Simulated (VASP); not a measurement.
# ZnGe2N2 (P-3m1) in VASP: band structure with PBE

Aim: the band structure of ZnGe2N2 with PBE.

Program: VASP 6.6.1. These are calculated values, not measurements. Logs are shortened: lines on timing, memory, paths and dates and some standing lists are left out, and cuts for length are marked.

## Step 1: The crystal as given

It takes space group P-3m1 (No. 164, trigonal). Conventional cell: a = 3.115 Å, b = 3.115 Å, c = 8.074 Å, α = 90.00°, β = 90.00°, γ = 120.00°. Around Zn (site symmetry -3m) lie 2 N at 2.00 Å. Around Ge (site symmetry 3m) lie 3 N at 2.00 Å. N (site symmetry 3m) has 3 Ge at 2.00 Å and 1 Zn at 2.00 Å as nearest neighbours.

The cell was built by a generator and needn't be a form met in nature.

## Step 2: Band structure, PBE

File POSCAR:

```
ZnGe2N2
1.0
    3.1153860000      0.0000000000      0.0000000000
   -1.5576930000      2.6980030000      0.0000000000
    0.0000000000      0.0000000000      8.0743500000
Zn Ge N
1 2 2
Direct
    0.0000000000      0.0000000000      0.0000000000
    0.3333330000      0.6666670000      0.3571730000
    0.6666670000      0.3333330000      0.6428270000
    0.0000000000      0.0000000000      0.7517460000
    0.0000000000      0.0000000000      0.2482540000
```

File INCAR.step1:

```
SYSTEM = ZnGe2N2
  PREC = Accurate
  ENCUT = 520
  EDIFF = 1E-7
  ISMEAR = 0
  SIGMA = 0.1
  LREAL = .False.
  LASPH = .True.
  NELM = 80
  ALGO = Fast
  ISIF = 2
  LWAVE = .False.
  LCHARG = .True.
  GGA = PE
  NBANDS = 33
```

File KPOINTS.step1:

```
regular mesh
0
Gamma
  12 12 4
  0 0 0
```

File INCAR.step2:

```
SYSTEM = ZnGe2N2
  PREC = Accurate
  ENCUT = 520
  EDIFF = 1E-7
  ISMEAR = 0
  SIGMA = 0.05
  LREAL = .False.
  LASPH = .True.
  NELM = 80
  ALGO = Fast
  ISIF = 2
  LWAVE = .False.
  LCHARG = .False.
  GGA = PE
  NBANDS = 33
  ICHARG = 11
```

File KPOINTS.step2:

```
path GMKGALHA,LM,KH
10
line-mode
reciprocal
 0.0000000000  0.0000000000  0.0000000000  G
 0.5000000000  0.0000000000  0.0000000000  M

 0.5000000000  0.0000000000  0.0000000000  M
 0.3333333333  0.3333333333  0.0000000000  K

 0.3333333333  0.3333333333  0.0000000000  K
 0.0000000000  0.0000000000  0.0000000000  G

 0.0000000000  0.0000000000  0.0000000000  G
 0.0000000000  0.0000000000  0.5000000000  A

 0.0000000000  0.0000000000  0.5000000000  A
 0.5000000000  0.0000000000  0.5000000000  L

 0.5000000000  0.0000000000  0.5000000000  L
 0.3333333333  0.3333333333  0.5000000000  H

 0.3333333333  0.3333333333  0.5000000000  H
 0.0000000000  0.0000000000  0.5000000000  A

 0.5000000000  0.0000000000  0.5000000000  L
 0.5000000000  0.0000000000  0.0000000000  M

 0.3333333333  0.3333333333  0.0000000000  K
 0.3333333333  0.3333333333  0.5000000000  H
```

Potentials or basis: VASP PAW PBE potentials, release 64 (Zn, Ge_d, N).

Command:

```console
$ cat potpaw_PBE.64/Zn/POTCAR potpaw_PBE.64/Ge_d/POTCAR potpaw_PBE.64/N/POTCAR > POTCAR
$ cp INCAR.step1 INCAR
$ cp KPOINTS.step1 KPOINTS
$ mpirun -np 1 vasp_std > vasp.out
$ cp INCAR.step2 INCAR
$ cp KPOINTS.step2 KPOINTS
$ mpirun -np 1 vasp_std > vasp.out
```

OUTCAR:

```text
SYSTEM = ZnGe2N2
   PREC = Accurate
   ENCUT = 520
   EDIFF = 1E-7
   ISMEAR = 0
   LREAL = .False.
   LASPH = .True.
   NELM = 80
   ISIF = 2
   GGA = PE
   ICHARG = 11

 ion  position               nearest neighbor table
   1  0.000  0.000  0.000-   4 2.00   5 2.00
   2  0.333  0.667  0.357-   5 2.00   5 2.00   5 2.00
   3  0.667  0.333  0.643-   4 2.00   4 2.00   4 2.00
   4  0.000  0.000  0.752-   3 2.00   3 2.00   3 2.00   1 2.00
   5  0.000  0.000  0.248-   2 2.00   2 2.00   2 2.00   1 2.00

  LATTYP: Found a hexagonal cell.
 ALAT       =     3.1153860000
 C/A-ratio  =     2.5917655148

  Lattice vectors:

 A1 = (   3.1153860000,   0.0000000000,   0.0000000000)
 A2 = (  -1.5576930000,   2.6980030000,   0.0000000000)
 A3 = (   0.0000000000,   0.0000000000,   8.0743500000)

Analysis of symmetry for initial positions (statically):
=====================================================================
 Subroutine PRICEL returns:
 Original cell was already a primitive cell.

 Routine SETGRP: Setting up the symmetry group for a
 hexagonal supercell.

 Subroutine GETGRP returns: Found 12 space group operations
 (whereof 12 operations were pure point group operations)
 out of a pool of 24 trial point group operations.

The static configuration has the point symmetry D_3d.

Analysis of symmetry for dynamics (positions and initial velocities):
=====================================================================
 Subroutine PRICEL returns:
 Original cell was already a primitive cell.

 Routine SETGRP: Setting up the symmetry group for a
 hexagonal supercell.

 Subroutine GETGRP returns: Found 12 space group operations
 (whereof 12 operations were pure point group operations)
 out of a pool of 24 trial point group operations.

The dynamic configuration has the point symmetry D_3d.

 Subroutine INISYM returns: Found 12 space group operations
 (whereof 12 operations are pure point group operations),
 and found     1 'primitive' translations

----------------------------------------------------------------------------------------

                                     Primitive cell

  volume of cell :      67.8675

  direct lattice vectors                    reciprocal lattice vectors
     3.115386000  0.000000000  0.000000000     0.320987512  0.185322255  0.000000000
    -1.557693000  2.698003000  0.000000000     0.000000000  0.370644510  0.000000000
     0.000000000  0.000000000  8.074350000     0.000000000  0.000000000  0.123848979

  length of vectors
     3.115386000  3.115385637  8.074350000     0.370644467  0.370644510  0.123848979

  position of ions in fractional coordinates (direct lattice)
     0.000000000  0.000000000  0.000000000
     0.333333000  0.666667000  0.357173000
     0.666667000  0.333333000  0.642827000
     0.000000000  0.000000000  0.751746000
     0.000000000  0.000000000  0.248254000

  ion indices of the primitive-cell ions
   primitive index   ion index
                 1           1
                 2           2
                 3           3
                 4           4
                 5           5

----------------------------------------------------------------------------------------

 KPOINTS: path GMKGALHA,LM,KH

Interpolating k-points between supplied coordinates.

 Line segments in fractional coordinates (reciprocal lattice):
    0.000000  0.000000  0.000000  ...  0.500000  0.000000  0.000000
    0.500000  0.000000  0.000000  ...  0.333333  0.333333  0.000000
    0.333333  0.333333  0.000000  ...  0.000000  0.000000  0.000000
    0.000000  0.000000  0.000000  ...  0.000000  0.000000  0.500000
    0.000000  0.000000  0.500000  ...  0.500000  0.000000  0.500000
    0.500000  0.000000  0.500000  ...  0.333333  0.333333  0.500000
    0.333333  0.333333  0.500000  ...  0.000000  0.000000  0.500000
    0.500000  0.000000  0.500000  ...  0.500000  0.000000  0.000000
    0.333333  0.333333  0.000000  ...  0.333333  0.333333  0.500000

 Generated    10 points on each line segment, for a total of     90 k-points:

 Following reciprocal coordinates:
            Coordinates               Weight
  0.000000  0.000000  0.000000      0.011111
  0.055556  0.000000  0.000000      0.011111
  0.111111  0.000000  0.000000      0.011111
  0.166667  0.000000  0.000000      0.011111
  0.222222  0.000000  0.000000      0.011111
  0.277778  0.000000  0.000000      0.011111
[... 16 lines left out ...]
  0.259259  0.259259  0.000000      0.011111
  0.222222  0.222222  0.000000      0.011111
 [... further k-points ...]
   k-points           NKPTS =     90   k-points in BZ     NKDIM =     90   number of bands    NBANDS=     33
   number of dos      NEDOS =    301   number of ions     NIONS =      5
   total plane-waves  NPLWV =  34560
   dimension x,y,z NGX =    24 NGY =   24 NGZ =   60
   dimension x,y,z NGXF=    48 NGYF=   48 NGZF=  120
   ions per type =               1   2   2
   NGX,Y,Z   is equivalent  to a cutoff of  12.81, 12.81, 12.35 a.u.
   NGXF,Y,Z  is equivalent  to a cutoff of  25.61, 25.61, 24.71 a.u.
 SYSTEM =  ZnGe2N2
   PREC   = accura    normal or accurate (medium, high low for compatibility)
   ISTART =      0    job   : 0-new  1-cont  2-samecut
   ICHARG =     11    charge: 1-file 2-atom 10-const
   ISPIN  =      1    spin polarized calculation?
   LNONCOLLINEAR =      F non collinear calculations
   LSORBIT =      F    spin-orbit coupling
   LASPH  =      T    aspherical Exc in radial PAW
   ENCUT  =  520.0 eV  38.22 Ry    6.18 a.u.   5.79  5.79 15.01*2*pi/ulx,y,z
   NELM   =     80;   NELMIN=  2; NELMDL=  0     # of ELM steps
   EDIFF  = 0.1E-06   stopping-criterion for ELM
   LREAL  =      F    real-space projection
   EDIFFG = 0.1E-05   stopping-criterion for IOM
   NSW    =      0    number of steps for IOM
   IBRION =     -1    ionic relax: 0-MD 1-quasi-New 2-CG
   NFREE  =      0    steps in history (QN), initial steepest desc. (CG)
   ISIF   =      2    stress and relaxation
   ISYM   =      2    0-nonsym 1-usesym 2-fastsym
   POTIM  = 0.5000    time-step for ionic-motion
   TEBEG  =    0.0;   TEEND  =   0.0 temperature during run
   PSTRESS=    0.0 pullay stress
   NELECT =      50.0000    total number of electrons
   NUPDOWN=      -1.0000    fix difference up-down
   EMIN   =  10.00;   EMAX   =-10.00  energy-range for DOS
   EFERMI =   0.00;   METHOD = LEGACY
   ISMEAR =     0;   SIGMA  =   0.05  broadening in eV -4-tet -1-fermi 0-gaus
   EFERMI_NEDOS =   21; number of points for ismear=-14 and -15
   IALGO  =     68    algorithm
   IMIX   =      4    mixing-type and parameters
     AMIX     =   0.40;   BMIX     =  1.00
     AMIX_MAG =   1.60;   BMIX_MAG =  1.00
  volume/ion in A,a.u.               =      13.57        91.60
  Fermi-wavevector in a.u.,A,eV,Ry     =   1.478578  2.794107 29.744956  2.186193
  Thomas-Fermi vector in A             =   2.592842
   LORBIT       =      0    0 simple, 1 ext, 2 COOP (PROOUT), +10 PAW based schemes
   GGA     = PE    functional components
   LHFCALC =     F    Hartree Fock is set to
   AEXX    =    0.0000 exact exchange contribution
   IVDW    =     0    specifies the selected vdW correction
   LEPSILON=     F    determine dielectric tensor
   LRPA    =     F    only Hartree local field effects (RPA)
 non-spin polarized calculation
 RMM-DIIS sequential band-by-band and
 Gauss-broadening in eV      SIGMA  =   0.05
  energy-cutoff  :      520.00
  volume of cell :       67.87
 maximum number of plane-waves:      1846
 NGX is ok and might be reduce to    24

 number of electron      49.9999973 magnetization

 Free energy of the ion-electron system (eV)
  ---------------------------------------------------
  ext. energy  EPLUGINS =         0.00000000
  ---------------------------------------------------
  free energy    TOTEN  =       -25.30500287 eV

  energy without entropy =      -25.30287443  energy(sigma->0) =      -25.30393865

 E-fermi :   5.8768     XC(G=0): -11.2731

 val. band max:        5.8634026556   @ k =   0.0000   0.0000   0.0000
 cond. band min:       5.8912876733   @ k =   0.3889   0.0000   0.5000
 fundamental gap:      0.0278850177
 Fermi energy:         5.8767725076

 k-point     1 :       0.0000    0.0000    0.0000
  band No.  band energies     occupation
      1     -19.2575      2.00000
      2     -19.2575      2.00000
      3     -19.2439      2.00000
      4     -19.2439      2.00000
      5     -19.2092      2.00000
      6     -19.1917      2.00000
[... 25 lines left out ...]
     32      13.2351      0.00000
     33      14.6311      0.00000

 k-point     2 :       0.0556    0.0000    0.0000
  band No.  band energies     occupation
      1     -19.2593      2.00000
      2     -19.2557      2.00000
      3     -19.2460      2.00000
      4     -19.2415      2.00000
      5     -19.2072      2.00000
      6     -19.1900      2.00000
[... 25 lines left out ...]
     32      13.3247      0.00000
     33      14.6952      0.00000

 k-point     3 :       0.1111    0.0000    0.0000
  band No.  band energies     occupation
      1     -19.2646      2.00000
      2     -19.2519      2.00000
      3     -19.2506      2.00000
      4     -19.2345      2.00000
      5     -19.2013      2.00000
      6     -19.1861      2.00000
[... 25 lines left out ...]
     32      13.5727      0.00000
     33      15.1934      0.00000

 k-point     4 :       0.1667    0.0000    0.0000
  band No.  band energies     occupation
      1     -19.2732      2.00000
      2     -19.2601      2.00000
      3     -19.2430      2.00000
      4     -19.2238      2.00000
      5     -19.1922      2.00000
      6     -19.1827      2.00000
[... 25 lines left out ...]
     32      13.9243      0.00000
     33      14.7109      0.00000

 k-point     5 :       0.2222    0.0000    0.0000
  band No.  band energies     occupation
      1     -19.2843      2.00000
      2     -19.2696      2.00000
      3     -19.2344      2.00000
      4     -19.2109      2.00000
      5     -19.1861      2.00000
      6     -19.1836      2.00000
[... 604 lines left out ...]
 k-point    22 :       0.2963    0.2963    0.0000
  band No.  band energies     occupation
      1     -19.3029      2.00000
      2     -19.2734      2.00000
      3     -19.2203      2.00000
      4     -19.2152      2.00000
      5     -19.1971      2.00000
      6     -19.1787      2.00000
[... 25 lines left out ...]
     32      12.9729      0.00000
     33      13.4767      0.00000

 k-point    23 :       0.2593    0.2593    0.0000
  band No.  band energies     occupation
      1     -19.3018      2.00000
      2     -19.2804      2.00000
      3     -19.2175      2.00000
      4     -19.2147      2.00000
      5     -19.1963      2.00000
      6     -19.1812      2.00000
[... 25 lines left out ...]
     32      12.5772      0.00000
     33      13.3345      0.00000

 k-point    24 :       0.2222    0.2222    0.0000
  band No.  band energies     occupation
      1     -19.2973      2.00000
      2     -19.2847      2.00000
      3     -19.2162      2.00000
      4     -19.2157      2.00000
      5     -19.1938      2.00000
      6     -19.1828      2.00000
[... 25 lines left out ...]
     32      12.2168      0.00000
     33      13.0755      0.00000

 [... further k-points ...]
[... 5 lines left out ...]
  --------------------------------------------------------------------------------------
  -------------------------------------------------------------------------------------
  Total        0.3793750      0.3793749     -2.6262274      0.0000000      0.0000000      0.0000000
  in kB        8.9560696      8.9560668    -61.9984816      0.0000000      0.0000000      0.0000000
  external PRESSURE =     -14.6954484 kB  Pullay stress =       0.0000000 kB

 VOLUME and BASIS-vectors are now :
 -----------------------------------------------------------------------------
  energy-cutoff  :      520.00
  volume of cell :       67.87
      direct lattice vectors                 reciprocal lattice vectors
     3.115386000  0.000000000  0.000000000     0.320987512  0.185322255  0.000000000
    -1.557693000  2.698003000  0.000000000     0.000000000  0.370644510  0.000000000
     0.000000000  0.000000000  8.074350000     0.000000000  0.000000000  0.123848979

 POSITION                                       TOTAL-FORCE (eV/Angst)
 -----------------------------------------------------------------------------------
      0.00000      0.00000      0.00000        -0.000000      0.000000      0.000000
     -0.00000      1.79867      2.88394        -0.000000      0.000000      0.008105
      1.55769      0.89933      5.19041         0.000000      0.000000     -0.008105
      0.00000      0.00000      6.06986        -0.000000      0.000000      0.563014
      0.00000      0.00000      2.00449         0.000000     -0.000000     -0.563014
 -----------------------------------------------------------------------------------
    total drift:                               -0.000000      0.000000      0.000000

  FREE ENERGIE OF THE ION-ELECTRON SYSTEM (eV)
  ---------------------------------------------------
  free  energy   TOTEN  =       -25.3050028691 eV

  energy  without entropy=      -25.3028744342  energy(sigma->0) =      -25.30393865
```

Wall time 4.8 min (1 thread of Intel Xeon Platinum 8488C (Sapphire Rapids), shared host); peak memory 0.3 GiB.

Results:

```
Band gap along the path : none (metal or under the smearing width)
```

Levels at the corners of the path, in eV from the Fermi level:
| point | band 22 | band 23 | band 24 | band 25 | band 26 | band 27 | band 28 | band 29 |
| --- | --- | --- | --- | --- | --- | --- | --- | --- |
| Γ | -2.88 | -2.69 | -2.69 | -0.14 | 0.99 | 2.30 | 5.63 | 5.65 |
| M | -4.40 | -3.95 | -3.83 | -1.81 | 0.48 | 2.19 | 2.47 | 3.92 |
| M | -4.40 | -3.95 | -3.83 | -1.81 | 0.48 | 2.19 | 2.47 | 3.92 |
| K | -4.75 | -4.43 | -2.40 | -2.40 | 1.60 | 2.25 | 2.25 | 4.05 |
| K | -4.75 | -4.43 | -2.40 | -2.40 | 1.60 | 2.25 | 2.25 | 4.05 |
| Γ | -2.88 | -2.69 | -2.69 | -0.14 | 0.99 | 2.30 | 5.63 | 5.65 |
| Γ | -2.88 | -2.69 | -2.69 | -0.14 | 0.99 | 2.30 | 5.63 | 5.65 |
| A | -2.85 | -2.72 | -2.72 | -2.21 | 1.92 | 1.96 | 5.63 | 5.63 |
| A | -2.85 | -2.72 | -2.72 | -2.21 | 1.92 | 1.96 | 5.63 | 5.63 |
| L | -4.19 | -4.17 | -3.27 | -1.50 | -0.26 | 1.34 | 3.96 | 4.10 |
| L | -4.19 | -4.17 | -3.27 | -1.50 | -0.26 | 1.34 | 3.96 | 4.10 |
| H | -5.14 | -4.29 | -2.04 | -2.04 | 1.39 | 1.39 | 2.61 | 4.10 |
| H | -5.14 | -4.29 | -2.04 | -2.04 | 1.39 | 1.39 | 2.61 | 4.10 |
| A | -2.85 | -2.72 | -2.72 | -2.21 | 1.92 | 1.96 | 5.63 | 5.63 |
| L | -4.19 | -4.17 | -3.27 | -1.50 | -0.26 | 1.34 | 3.96 | 4.10 |
| M | -4.40 | -3.95 | -3.83 | -1.81 | 0.48 | 2.19 | 2.47 | 3.92 |
| K | -4.75 | -4.43 | -2.40 | -2.40 | 1.60 | 2.25 | 2.25 | 4.05 |
| H | -5.14 | -4.29 | -2.04 | -2.04 | 1.39 | 1.39 | 2.61 | 4.10 |

Caveat: the log is that of the step along the path at fixed density, whose energy, stress, charges and moments have no meaning.
